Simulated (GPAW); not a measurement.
The system is Sb.

```
Sb
1.0
    -1.87134    1.87134    1.87134
     1.87134   -1.87134    1.87134
     1.87134    1.87134   -1.87134
Sb
1
Direct
  0.00000 0.00000 0.00000
```

This isn't the form of Sb at room conditions, which is rhombohedral.

- Program: GPAW 26.7.0
- Task: relaxation of cell and atoms
- Functional: PBEsol
- Dispersion: D3
- Potentials or basis: PAW data sets generated in the run's folder for this functional
- Cutoff: 600 eV
- Basis: pw
- k mesh: 10 × 10 × 10
- Occupations: fermi-dirac, width 0.05 eV
- Spin: no spin polarisation

At the start: pressure -1.7 GPa; volume 26.21 Å³/atom.

Q: How do energy, volume and symmetry change on relaxing?

A: Over 3 steps the energy falls by 3.5 meV/atom and the volume is 25.52 Å³/atom (-2.7 %); space group Im-3m (No. 229, to 0.05 Å).

Step by step:
```csv
step,energy change (eV),largest force (eV/Å),pressure (GPa),volume (Å³)
1,0.0000,0.0000,-1.72,26.21
2,-0.0025,0.0000,-0.96,25.90
3,-0.0035,0.0000,0.03,25.52
```

Final structure:
```
Sb
1.0
    -1.85465    1.85465    1.85465
     1.85465   -1.85465    1.85465
     1.85465    1.85465   -1.85465
Sb
1
Direct
  0.00000 0.00000 0.00000
```

Caveat: later steps reuse the first step's grids; pairwise dispersion overbinds metals, which lowers pressure and volume.
